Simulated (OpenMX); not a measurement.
Crystal: ZrS2.

```
Zr S
1.0
     3.69138    0.00000    0.00000
    -1.84569    3.19683    0.00000
     0.00000    0.00000    6.04108
Zr S
1 2
Direct
  0.00000 0.00000 0.00000
  0.33333 0.66667 0.23791
  0.66667 0.33333 0.76209
```

The cell is a database's computed one.

Base run:

| Quantity | Value |
| --- | --- |
| Program | OpenMX 3.8.5 |
| Functional | PBE |
| Potentials or basis | OpenMX 2013 PBE set, Zr7.0-s3p2d1, S7.0-s2p2d1, grid cutoff 400 Ry |
| k mesh | 9 × 9 × 5 |
| Occupations | fermi-dirac, width 0.05 eV |
| Spin | no spin polarisation |

Its results: band gap on the k mesh 0.94 eV, indirect (least direct gap 1.47 eV); pressure 2.6 GPa; largest force 0.510 eV/Å.

The run is repeated on the same cell with these changes: potentials or basis from OpenMX 2013 PBE set, Zr7.0-s3p2d1, S7.0-s2p2d1, grid cutoff 400 Ry to OpenMX 2013 PBE set, Zr7.0-s3p2d2f1, S7.0-s3p2d2f1, grid cutoff 400 Ry. What comes out?

Band gap on the k mesh 1.03 eV, indirect (least direct gap 1.60 eV); pressure 1.4 GPa; largest force 0.241 eV/Å.

Caveats: this functional lacks dispersion, which binds the layers, so the pressure and a relaxed spacing across them are unreliable; the basis of atomic orbitals isn't converged, which shifts pressures, moduli and gaps.

Not every run made on this cell is shown here.
